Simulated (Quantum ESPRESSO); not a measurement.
Runs of Quantum ESPRESSO 7.5 on CdGeAs2. Symmetry: I-42d, No. 122, tetragonal system. Conventional cell: a = 5.978 Å, b = 5.978 Å, c = 11.329 Å, α = 90.00°, β = 90.00°, γ = 90.00°. Cd (site symmetry -4) is surrounded by 4 As at 2.65 Å. As (site symmetry 2) has 2 Ge at 2.45 Å and 2 Cd at 2.65 Å as nearest neighbours. Around Ge (site symmetry -4) lie 4 As at 2.45 Å. The cell is a database's computed one.

```csv
task,level,potentials or basis,k mesh,cutoff (eV),form of the LDA correlation,gap on the mesh (eV),pressure (GPa),V0 of scaled cells (Å³/atom),B0 (GPa),largest force (eV/Å)
equation of state,LDA,GBRV 1.5 LDA,5 × 5 × 5,612,PZ81,-,-,(a),66,-
band structure,PBEsol,GBRV 1.5 PBEsol,6 × 6 × 6,612,-,0.19,(c),-,-,0.17
band structure,LDA,GBRV 1.5 LDA,6 × 6 × 6,612,PZ81,0.20,-2.3,-,-,0.22
single point,PBE,SSSP 1.3 efficiency PBE,6 × 6 × 6,816,-,0.19,2.3,-,-,0.14
equation of state,PBEsol,GBRV 1.5 PBEsol,6 × 6 × 6,612,-,-,-,(b),61,-
```

Alike in all rows: no spin polarisation; cell as given; smearing fermi-dirac 0.05 eV.

Question: Fill in the values left out.

Answer: (a) 24.39; (b) 25.12; (c) -0.5.

Caveats: the cell was scaled at fixed shape and fractional positions, which overstates the stiffness of a crystal with free parameters, most of all of layers and chains (some runs); the mesh misses the band edges, which the band path finds closer together (some runs).

A k mesh can miss the band edges, and the runs leave out spin-orbit coupling on As, Cd, Ge.

Not every run made on this cell is shown here.
